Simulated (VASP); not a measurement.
**Cu2O (Cuprite): relaxation of the atoms with PBEsol**

Cu2O (Cuprite):

```
Cu O
1.0
     4.17395    0.00000    0.00000
     0.00000    4.17395    0.00000
     0.00000    0.00000    4.17395
Cu O
4 2
Direct
  0.25000 0.25000 0.25000
  0.25000 0.75000 0.75000
  0.75000 0.75000 0.25000
  0.75000 0.25000 0.75000
  0.00000 0.00000 0.00000
  0.50000 0.50000 0.50000
```

The cell isn't the ideal one: a relaxed cell with its volume scaled by 0.96.

- Program: VASP 6.6.1
- Task: relaxation of the atoms
- Functional: PBEsol
- Potentials or basis: VASP PAW PBE potentials, release 64 (Cu, O)
- Cutoff: 600 eV
- k mesh: 6 × 6 × 6
- Occupations: gaussian, width 0.03 eV
- Spin: no spin polarisation
- Further INCAR settings: ALGO = Normal; EDIFF = 1e-07; IBRION = 2; EDIFFG = -0.01; NSW = 40

* Pressure after relaxing: 5.9 GPa
* Band gap on the k mesh: 0.65 eV, direct

Final structure:
```xyz
6
Lattice="4.1739 0.0000 0.0000 0.0000 4.1739 0.0000 0.0000 0.0000 4.1739" Properties=species:S:1:pos:R:3 pbc="T T T"
Cu    1.0435    1.0435    1.0435
Cu    1.0435    3.1305    3.1305
Cu    3.1305    3.1305    1.0435
Cu    3.1305    1.0435    3.1305
O     0.0000    0.0000    0.0000
O     2.0870    2.0870    2.0870
```

Levels at points of the mesh, in eV from the valence-band top:
| k point | band 25 | band 26 | band 27 | band 28 | band 29 | band 30 | band 31 | band 32 |
| --- | --- | --- | --- | --- | --- | --- | --- | --- |
| (0.00, 0.00, 0.00) | -1.72 | 0.00 | 0.00 | 0.00 | 0.65 | 0.96 | 0.96 | 8.27 |
| (0.50, 0.00, 0.00) | -1.30 | -1.30 | -0.44 | -0.44 | 2.39 | 2.39 | 4.16 | 4.16 |
| (0.50, 0.50, 0.00) | -1.32 | -1.32 | -0.72 | -0.72 | 1.90 | 1.90 | 3.95 | 3.95 |
| (0.50, 0.50, 0.50) | -1.07 | -0.62 | -0.62 | -0.62 | 2.31 | 2.31 | 2.31 | 5.08 |

Run time: 17 s on 2 MPI ranks on Intel(R) Xeon(R) 6975P-C (Granite Rapids) (shared host), peak memory 0.21 GiB a rank.

Caveat: the relaxation stopped at its first step, so nothing moved; the PAW data sets were made with another functional, which shifts forces and pressure a little. A k mesh can miss the band edges.
